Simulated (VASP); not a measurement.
Output of a VASP run:

OUTCAR:
```
 ion  position               nearest neighbor table
   1  0.000  0.000  0.000-
   2  0.500  0.500  0.500-
  LATTYP: Found a simple cubic cell.
 ALAT       =     4.6687845996
 Subroutine PRICEL returns:
 Original cell was already a primitive cell.
 Subroutine GETGRP returns: Found 48 space group operations
The static configuration has the point symmetry O_h .
The dynamic configuration has the point symmetry O_h .
 Subroutine INISYM returns: Found 48 space group operations
 Subroutine IBZKPT returns following result:
 Found     20 irreducible k-points:

 Following reciprocal coordinates:
            Coordinates               Weight
  0.000000  0.000000  0.000000      1.000000
  0.166667  0.000000  0.000000      6.000000
  0.333333  0.000000  0.000000      6.000000
  0.500000  0.000000  0.000000      3.000000
  0.166667  0.166667  0.000000     12.000000
  0.333333  0.166667  0.000000     24.000000
  0.500000  0.166667  0.000000     12.000000
  0.333333  0.333333  0.000000     12.000000
  0.500000  0.333333  0.000000     12.000000
  0.500000  0.500000  0.000000      3.000000
  0.166667  0.166667  0.166667      8.000000
  0.333333  0.166667  0.166667     24.000000
  0.500000  0.166667  0.166667     12.000000
  0.333333  0.333333  0.166667     24.000000
  0.500000  0.333333  0.166667     24.000000
  0.500000  0.500000  0.166667      6.000000
  0.333333  0.333333  0.333333      8.000000
  0.500000  0.333333  0.333333     12.000000
  0.500000  0.500000  0.333333      6.000000
  0.500000  0.500000  0.500000      1.000000
   k-points           NKPTS =     20   k-points in BZ     NKDIM =     20   number of bands    NBANDS=     12
   number of dos      NEDOS =    301   number of ions     NIONS =      2
   total plane-waves  NPLWV =  46656
   dimension x,y,z NGX =    36 NGY =   36 NGZ =   36
   dimension x,y,z NGXF=    72 NGYF=   72 NGZF=   72
   ions per type =               1   1
   PREC   = accura    normal or accurate (medium, high low for compatibility)
   ISTART =      0    job   : 0-new  1-cont  2-samecut
   ICHARG =      2    charge: 1-file 2-atom 10-const
   ISPIN  =      1    spin polarized calculation?
   LNONCOLLINEAR =      F non collinear calculations
   LSORBIT =      F    spin-orbit coupling
   INIWAV =      1    electr: 0-lowe 1-rand  2-diag
   ENCUT  =  480.0 eV  35.28 Ry    5.94 a.u.   8.34  8.34  8.34*2*pi/ulx,y,z
   NELM   =    100;   NELMIN=  2; NELMDL= -5     # of ELM steps
   EDIFF  = 0.1E-06   stopping-criterion for ELM
   LREAL  =      F    real-space projection
   NLSPLINE    = F    spline interpolate recip. space projectors
   LMAXMIX     =    4 max onsite mixed and CHGCAR
   VOSKOWN=      0    Vosko Wilk Nusair interpolation
   EDIFFG = -.1E-01   stopping-criterion for IOM
   NSW    =     40    number of steps for IOM
   NBLOCK =      1;   KBLOCK =     40    inner block; outer block
   IBRION =      2    ionic relax: 0-MD 1-quasi-New 2-CG
   NFREE  =      1    steps in history (QN), initial steepest desc. (CG)
   ISIF   =      3    stress and relaxation
   ISYM   =      2    0-nonsym 1-usesym 2-fastsym
   TEIN   =    0.0    initial temperature
   TEBEG  =    0.0;   TEEND  =   0.0 temperature during run
   SMASS  =  -3.00    Nose mass-parameter (am)
   PSTRESS=  100.0 pullay stress
   NELECT =      16.0000    total number of electrons
   EFERMI =   0.00;   METHOD = LEGACY
   ISMEAR =     0;   SIGMA  =   0.05  broadening in eV -4-tet -1-fermi 0-gaus
   IALGO  =     38    algorithm
   LDIAG  =      T    sub-space diagonalisation (order eigenvalues)
   IMIX   =      4    mixing-type and parameters
     AMIX     =   0.40;   BMIX     =  1.00
     AMIX_MAG =   1.60;   BMIX_MAG =  1.00
     AMIN     =   0.10
   GGA     = PE    functional components
   VOSKOWN =     0    Vosko Wilk Nusair interpolation
   LHFCALC =     F    Hartree Fock is set to
   LHFONE  =     F    Hartree Fock one center treatment
...
```

### OSZICAR
```
...
DAV:   3    -0.476125237885E+01    0.25237E+00   -0.76737E-01   496   0.518E+00    0.129E+00
DAV:   4    -0.476169184392E+01   -0.43947E-03   -0.84490E-03   508   0.656E-01    0.124E+00
DAV:   5    -0.476118057139E+01    0.51127E-03   -0.34363E-03   536   0.383E-01    0.192E-01
DAV:   6    -0.476082954834E+01    0.35102E-03   -0.58221E-04   492   0.162E-01    0.249E-01
DAV:   7    -0.476069609981E+01    0.13345E-03   -0.21575E-04   528   0.978E-02    0.247E-02
DAV:   8    -0.476069089340E+01    0.52064E-05   -0.26271E-05   528   0.384E-02    0.104E-02
DAV:   9    -0.476069239549E+01   -0.15021E-05   -0.10072E-06   616   0.837E-03    0.799E-03
DAV:  10    -0.476069117811E+01    0.12174E-05   -0.76245E-07   556   0.622E-03    0.338E-03
DAV:  11    -0.476069144612E+01   -0.26801E-06   -0.53368E-08   272   0.192E-03    0.389E-04
DAV:  12    -0.476069161905E+01   -0.17292E-06   -0.17777E-08   272   0.908E-04    0.104E-03
DAV:  13    -0.476069150117E+01    0.11787E-06   -0.30869E-09   268   0.481E-04    0.725E-05
DAV:  14    -0.476069148405E+01    0.17119E-07   -0.70279E-10   252   0.176E-04
   3 F= -.41819893E+00 E0= -.41819893E+00  d E =-.132719E+01
       N       E                     dE             d eps       ncg     rms          rms(c)
DAV:   1    -0.473017114465E+01    0.30520E-01   -0.99071E-02   500   0.191E+00    0.348E-01
DAV:   2    -0.472631150561E+01    0.38596E-02   -0.47467E-03   492   0.442E-01    0.149E-01
DAV:   3    -0.472509244161E+01    0.12191E-02   -0.36483E-03   496   0.355E-01    0.866E-02
DAV:   4    -0.472509683559E+01   -0.43940E-05   -0.49707E-05   508   0.505E-02    0.521E-02
DAV:   5    -0.472509758528E+01   -0.74969E-06   -0.18422E-05   544   0.272E-02    0.687E-03
DAV:   6    -0.472509719102E+01    0.39426E-06   -0.11364E-06   500   0.757E-03    0.258E-03
DAV:   7    -0.472509719626E+01   -0.52339E-08   -0.52659E-08   280   0.197E-03
   4 F= -.41772330E+00 E0= -.41772330E+00  d E =-.132671E+01
       N       E                     dE             d eps       ncg     rms          rms(c)
DAV:   1    -0.477898960356E+01   -0.53892E-01   -0.16265E-01   500   0.244E+00    0.442E-01
DAV:   2    -0.477264244432E+01    0.63472E-02   -0.78920E-03   496   0.568E-01    0.191E-01
DAV:   3    -0.477062439028E+01    0.20181E-02   -0.60398E-03   488   0.456E-01    0.111E-01
DAV:   4    -0.477062075533E+01    0.36349E-05   -0.76772E-05   508   0.628E-02    0.768E-02
DAV:   5    -0.477061169885E+01    0.90565E-05   -0.31323E-05   544   0.358E-02    0.787E-03
DAV:   6    -0.477061125267E+01    0.44618E-06   -0.20365E-06   496   0.101E-02    0.275E-03
DAV:   7    -0.477061120650E+01    0.46165E-07   -0.15740E-07   368   0.319E-03
   5 F= -.41806580E+00 E0= -.41806580E+00  d E =-.342500E-03
       N       E                     dE             d eps       ncg     rms          rms(c)
DAV:   1    -0.475550172977E+01    0.15110E-01   -0.21304E-02   500   0.886E-01    0.161E-01
DAV:   2    -0.475466696079E+01    0.83477E-03   -0.10277E-03   496   0.205E-01    0.691E-02
DAV:   3    -0.475440523985E+01    0.26172E-03   -0.78745E-04   492   0.165E-01    0.401E-02
DAV:   4    -0.475440709439E+01   -0.18545E-05   -0.10551E-05   508   0.233E-02    0.251E-02
DAV:   5    -0.475440810899E+01   -0.10146E-05   -0.40133E-06   540   0.127E-02    0.314E-03
DAV:   6    -0.475440799588E+01    0.11312E-06   -0.25216E-07   440   0.357E-03    0.117E-03
DAV:   7    -0.475440800118E+01   -0.53004E-08   -0.14251E-08   240   0.102E-03
   6 F= -.41822199E+00 E0= -.41822199E+00  d E =-.498689E-03
```

File OUTCAR:
```
------------------------ aborting loop because EDIFF is reached ----------------------------------------
  FORCE on cell =-STRESS in cart. coord.  units (eV):
  Direction    XX          YY          ZZ          XY          YZ          ZX
  --------------------------------------------------------------------------------------
  Total        4.3372381      4.3372381      4.3372381      0.0000000      0.0000000     -0.0000000
  in kB      100.0242635    100.0242635    100.0242635      0.0000000      0.0000000     -0.0000000
  external PRESSURE =       0.0242635 kB  Pullay stress =     100.0000000 kB
  volume of cell :       69.47
      direct lattice vectors                 reciprocal lattice vectors
     4.110924452 -0.000000000 -0.000000000     0.243254288  0.000000000  0.000000000
    -0.000000000  4.110924452 -0.000000000     0.000000000  0.243254288  0.000000000
    -0.000000000 -0.000000000  4.110924452     0.000000000  0.000000000  0.243254288
 POSITION                                       TOTAL-FORCE (eV/Angst)
 -----------------------------------------------------------------------------------
      0.00000      0.00000      0.00000         0.000000     -0.000000      0.000000
      2.05546      2.05546      2.05546        -0.000000      0.000000      0.000000
 -----------------------------------------------------------------------------------
    total drift:                               -0.000000      0.000000      0.000000
  FREE ENERGIE OF THE ION-ELECTRON SYSTEM (eV)
  ---------------------------------------------------
  free  energy   TOTEN  =        -4.7544080012 eV

  energy  without entropy=       -4.7544080012  energy(sigma->0) =       -4.75440800
  enthalpy is  TOTEN    =        -0.4182219856 eV   P V=        4.3361860155

 reached required accuracy - stopping structural energy minimisation
```
(Selected blocks of OUTCAR.)

### POSCAR
```
CsI
1
    4.6687845996     0.0000000000     0.0000000000
    0.0000000000     4.6687845996     0.0000000000
    0.0000000000     0.0000000000     4.6687845996
Cs I
1 1
Direct
  0.0000000000   0.0000000000   0.0000000000
  0.5000000000   0.5000000000   0.5000000000
```

Reconstruct the remaining input files.

One answer among several that fit: the input of the run itself, PBE GGA, plane waves, VASP's PBE PAW potentials (set 64).

INCAR:
```
NELM  =  100   # most electronic steps
LMAXMIX  =  4   # l cut-off of mixed one-centre charges
ALGO  =  Normal
ISMEAR  =  0
SIGMA  =  0.05   # width (eV)
ENCUT  =  480
SYSTEM  =  CsI
ISIF  =  3   # ions, shape and volume
PSTRESS  =  100   # kbar
EDIFFG  =  -0.01
EDIFF  =  1E-7   # SCF stop (eV)
LREAL  =  .FALSE.   # projection in real space or not
PREC  =  Accurate
LWAVE  =  .FALSE.
IBRION  =  2
NSW  =  40   # most ionic steps
LCHARG  =  .FALSE.
LASPH  =  .TRUE.   # aspherical one-centre terms
GGA  =  PE   # PBE
```

### KPOINTS
```
Automatic mesh
0
Gamma
6 6 6
0 0 0
```

POTCAR, in this order: Cs_sv I (PBE.64 set). Program: vasp_std.

Energy and stress use the plane-wave basis of the starting cell.

The compound is CsI in the CsCl type structure. This run relaxes it under an external pressure of 10 GPa. Symmetry was kept, so distortions that lower it aren't found.
